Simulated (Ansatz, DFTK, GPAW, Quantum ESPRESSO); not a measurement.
**One calculation of Ta, 5 ways**

```xyz
1
Lattice="-1.6513 1.6513 1.6513 1.6513 -1.6513 1.6513 1.6513 1.6513 -1.6513" Properties=species:S:1:pos:R:3 pbc="T T T"
Ta    0.0000    0.0000    0.0000
```

Alike in all runs: task band structure; functional PBEsol; k mesh 11 × 11 × 11; occupations fermi-dirac, width 0.05 eV; no spin polarisation; no spin-orbit coupling. Pressure is positive in compression and, in plane waves, holds the error of the finite cutoff.

```csv
program and potentials,plane-wave cutoff (eV),notes,pressure (GPa)
"Quantum ESPRESSO, GBRV 1.5 PBEsol",762,-,-4.50
"DFTK, SPMS 1.0 (PBE)",816,potentials made for PBE,-3.79
"Ansatz, all-electron LAPW, scalar-relativistic",-,-,-4.40
"Quantum ESPRESSO, PseudoDojo 0.4.1 SR PBEsol standard",789,-,-4.21
"GPAW, PAW data sets generated for this functional",600,-,-4.04
```

The pressure spans -4.50 (Quantum ESPRESSO, GBRV 1.5 PBEsol) to -3.79 GPa (DFTK, SPMS 1.0 (PBE)), with all-electron results at -4.40.

Differences between rows come from potentials, basis sets and numerical settings, since the functional is the same but for its coding. Runs on potential files found faulty are left out.

All five runs give a negative pressure, so this body-centred cubic cell is stretched relative to the PBEsol equilibrium, and tantalum would contract if the volume were relaxed. The cell is close to the measured size, which suggests that PBEsol slightly overbinds the metal here. Tantalum is stiff because its partly filled 5d band occupies mainly bonding states, giving strong cohesion and a high bulk modulus. A pressure of a few GPa therefore corresponds to only a small error in lattice constant, and the differences between the runs to a still smaller one.

The all-electron value of -4.40 GPa lies within the range of the other results, so the sign of the pressure is not an artefact of pseudisation. The weakest tension, -3.79 GPa, comes from the potentials made for PBE. Inconsistent core-valence exchange and correlation may contribute, but the construction of the potential changes as well, so the two effects cannot be separated. Pressure at a single volume fixes neither the equilibrium lattice constant nor the bulk modulus.
